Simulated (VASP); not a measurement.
Runs of VASP 6.6.1 on Ti. All rows change the cell; the cell of one of them follows. The structure is orthorhombic, space group Fmmm (No. 69). The conventional cell has a = 3.816 Å, b = 4.060 Å, c = 4.304 Å, α = 90.00°, β = 90.00°, γ = 90.00°. Ti (site symmetry mmm) has 12 Ti at 2.79 to 2.96 Å as nearest neighbours. This isn't the form of Ti at room conditions, which is hcp.

```csv
cell,further INCAR settings,gap on the mesh (eV),pressure (GPa)
"strain -0.0600 x Voigt [1, -1, 0, 0, 0, 0], atoms carried along",ALGO = Fast; EDIFF = 1e-07; NBANDS = 12,none,(a)
"strain +0.0375 x Voigt [1, -1, 0, 0, 0, 0], atoms carried along",ALGO = Fast; EDIFF = 1e-06; NBANDS = 12,none,-0.4
"strain +0.0150 x Voigt [1, -1, 0, 0, 0, 0], atoms carried along",ALGO = Fast; EDIFF = 1e-06; NBANDS = 12,none,-0.5
"strain +0.0225 x Voigt [1, -1, 0, 0, 0, 0], atoms carried along",ALGO = Fast; EDIFF = 1e-06; NBANDS = 12,none,-0.5
```

Alike in all rows: task single point; level PBEsol; potentials or basis VASP PAW PBE potentials, release 64 (Ti_sv); no spin polarisation; k mesh 20 × 20 × 20; cutoff (eV) 520; smearing gaussian 0.15 eV.

Question: Estimate the missing entries.

Answer: (a) -0.3.

Caveats: the PAW data sets were made with another functional, which shifts forces and pressure a little.

A gap of «none» marks a metal or a gap under the smearing width.
